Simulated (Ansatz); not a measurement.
FePt (Tetraferroplatinum):

```
CELL_PARAMETERS angstrom
2.72350 0.00000 0.00000
0.00000 2.72350 0.00000
0.00000 0.00000 3.72000
ATOMIC_POSITIONS crystal
Pt 0.50000 0.50000 0.50000
Fe 0.00000 0.00000 0.00000
```

| Item | Value |
| --- | --- |
| Program | Ansatz 0.2.0 |
| Task | relaxation of cell and atoms |
| Functional | exchange-only PBE |
| Potentials or basis | Ansatz PAW |
| Cutoff | 420 eV (not typed: the program's choice for these potentials) |
| k mesh | 10 × 10 × 7 |
| Occupations | fermi-dirac, width 0.05 eV |
| Spin | collinear spin, ferromagnetic start |
| Starting moments | [0.0, 3.0] μB |

At the start: volume 13.80 Å³/atom.

Problem. Where does the relaxation end?

Solution. It ends after 7 steps and the volume is 16.31 Å³/atom (+18.2 %); space group P4/mmm (No. 123, to 0.05 Å); moment 3.62 μB per cell.

Step by step:
| step | energy change (eV) | largest force (eV/Å) | volume (Å³) |
| --- | --- | --- | --- |
| 1 | 0.0000 | 0.0000 | 27.59 |
| 2 | -0.4155 | 0.0000 | 31.67 |
| 3 | -0.4249 | 0.0000 | 32.33 |
| 4 | -0.4253 | 0.0000 | 32.51 |
| 5 | -0.4318 | 0.0000 | 32.51 |
| 6 | -0.4319 | 0.0000 | 32.62 |
| 7 | -0.4320 | 0.0000 | 32.62 |

Final structure:
```
CELL_PARAMETERS angstrom
2.88908 0.00000 0.00000
0.00000 2.88908 0.00000
0.00000 0.00000 3.90761
ATOMIC_POSITIONS crystal
Pt 0.50000 0.50000 0.50000
Fe 0.00000 0.00000 0.00000
```

Caveat: the volume moved by over 15 % at a fixed basis, so the end points are rough; the plane-wave basis is chosen anew once the cell has moved, so the energies of steps on either side of that aren't comparable; the volume moved by +18 % from the deposited cell, more than functionals usually miss; the PAW data sets come from PBE, with cores solved anew for the run's functional, which leaves a small shift of forces and pressure.
